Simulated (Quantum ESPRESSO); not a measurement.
Runs of Quantum ESPRESSO 7.5 on As. Symmetry: R-3m, No. 166, trigonal system. The conventional cell has a = 3.762 Å, b = 3.762 Å, c = 10.542 Å, α = 90.00°, β = 90.00°, γ = 120.00°. As (site symmetry 3m) is surrounded by 3 As at 2.51 Å. 

```csv
task,level,potentials or basis,k mesh,smearing,SCF threshold,symmetry,mesh quality,gap on the mesh (eV),pressure (GPa),largest force (eV/Å)
single point,PBEsol,SG15 PBE 1.2,6 × 6 × 6,fermi-dirac 0.05 eV,4e-10 Ry,-,coarse,none,(a),0.50
band structure,BEEF-vdW,SPMS 1.0 PBE,9 × 9 × 9,cold 0.1 eV,4e-10 Ry,-,not flagged,none,5.5,0.34
band structure,AM05,SG15 PBE 1.2,9 × 9 × 9,fermi-dirac 0.05 eV,4e-10 Ry,-,not flagged,none,(c),0.59
single point,PBE,SG15 PBE 1.2,5 × 5 × 5,fermi-dirac 0.05 eV,4e-10 Ry,-,coarse,-,3.7,(b)
```

Alike in all rows: no spin polarisation; cell as given; cutoff (eV) 952.

**Question.** Estimate the missing entries.

**Answer.** (a) 2.2; (b) 0.30; (c) 2.3.

Caveats: some runs use coarse meshes; the potentials were made for another functional, which shifts forces and pressure (some runs).

A k mesh can miss the band edges, and the runs leave out spin-orbit coupling on As.

A gap of «none» marks a metal or a gap under the smearing width.

Not every run made on this cell is shown here.
